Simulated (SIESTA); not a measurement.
CoO:

```
Co O
1.0
     0.00000    2.13150    2.13150
     2.13150    0.00000    2.13150
     2.13150    2.13150    0.00000
Co O
1 1
Cartesian
  0.0000 0.0000 0.0000
  2.1315 2.1315 2.1315
```

Base run:

```yaml
Program: SIESTA 5.4.2
Functional: PBE
Potentials_or_basis: PseudoDojo 0.4 standard (PBE files)
Basis: DZP (energy shift 0.002 Ry)
Grid_cutoff: 800 Ry
Energy_shift: 0.002 Ry
k_mesh: 11 × 11 × 11
Occupations: fermi-dirac, width 0.05 eV
Spin: collinear spin, ferromagnetic start
Starting_moments: "[2.0, 0.0] μB"
```

Its results: band gap on the k mesh none (metal or under the smearing width); pressure -0.8 GPa; net moment 2.98 μB per cell; site moments Co +2.62; O +0.36 μB.

The run is repeated on the same cell with these changes: basis from DZP (energy shift 0.002 Ry) to DZ (energy shift 0.002 Ry). What comes out?

Band gap on the k mesh none (metal or under the smearing width); pressure -3.7 GPa; net moment 2.98 μB per cell; site moments Co +2.62; O +0.36 μB.

Caveats: semicore shells carry a single zeta, which can move pressures by several GPa and volumes by a few percent; the basis of atomic orbitals isn't converged, which shifts pressures, moduli and gaps; a cell with one magnetic atom can't hold antiferromagnetic order, which such compounds often take; semilocal functionals often make such compounds metallic where correlation or magnetic order opens a gap, which also shifts bond lengths; the basis has no polarisation orbitals (some runs).

Not every run made on this cell is shown here.
